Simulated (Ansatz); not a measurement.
Pb in Ansatz: convergence with smearing width

Input of the first run (smearing width 0.3 eV); the others differ in this setting and in those tied to it:

input.yaml

```yaml
crystal:
  lattice:
    - [3.5243661423, 0.0, 0.0]
    - [-1.7621830712, 3.0521906115, 0.0]
    - [0.0, 0.0, 11.49524181]
  atoms:
    - { symbol: Pb, position: [0.6666666667, 0.3333333333, 0.75] }
    - { symbol: Pb, position: [0.0, 0.0, 0.5] }
    - { symbol: Pb, position: [0.3333333333, 0.6666666667, 0.25] }
    - { symbol: Pb, position: [0.0, 0.0, 0.0] }
hamiltonian:
  xc: lda
  pseudopotentials: { kind: paw_fr }
magnetization:
  noncollinear: true
  spin_orbit: true
kpoints:
  mp_grid: { grid: [7, 7, 2] }
scf:
  occupations: { method: cold, width: 0.3 }
output:
  forces: true
  stress: true
  eigenvalues: true
```

Potentials or basis: Ansatz PAW.

Command:

```console
$ ansatz run input.yaml --threads 2 --pin off --max-ram 5632MiB --backend cpu --events-out ev --progress --plain --runs-dir out
```

This isn't the form of Pb at room conditions, which is fcc.

Hardware: 2 threads of Arm Neoverse V2 (shared host).

Problem. The values tried are 0.3 eV, 0.2 eV, 0.15 eV, 0.1 eV, 0.05 eV, 0.025 eV, 0.01 eV, 0.005 eV, loosest first. From which on does the pressure stay within 0.1 GPa of the tightest run that finished?

Solution. From 0.15 eV on.

| smearing width | energy less the tightest run, at zero smearing (meV/atom) | pressure (GPa) | SCF cycles | CPU time (s) | peak memory (GiB) |
| --- | --- | --- | --- | --- | --- |
| 0.3 eV | -1.29 | -2.62 | 7 | 19 | 0.67 |
| 0.2 eV | -0.81 | -2.54 | 7 | 19 | 0.67 |
| 0.15 eV | -0.52 | -2.48 | 7 | 19 | 0.67 |
| 0.1 eV | -0.48 | -2.43 | 7 | 19 | 0.67 |
| 0.05 eV | -0.27 | -2.40 | 7 | 19 | 0.67 |
| 0.025 eV | -0.08 | -2.42 | 7 | 19 | 0.68 |
| 0.01 eV | -0.01 | -2.42 | 7 | 19 | 0.67 |
| 0.005 eV | 0.00 | -2.42 | 7 | 19 | 0.67 |

Against the tightest run, the energy stays within 1 meV/atom from 0.2 eV on. Narrower smearing needs a denser k mesh, so at a fixed mesh the narrowest width isn't the most accurate. The tightest run that finished is the yardstick and may itself not be fully converged.

Caveat, for the tightest run too: the PAW data sets come from PBE, with cores solved anew for the run's functional, which leaves a small shift of forces and pressure.
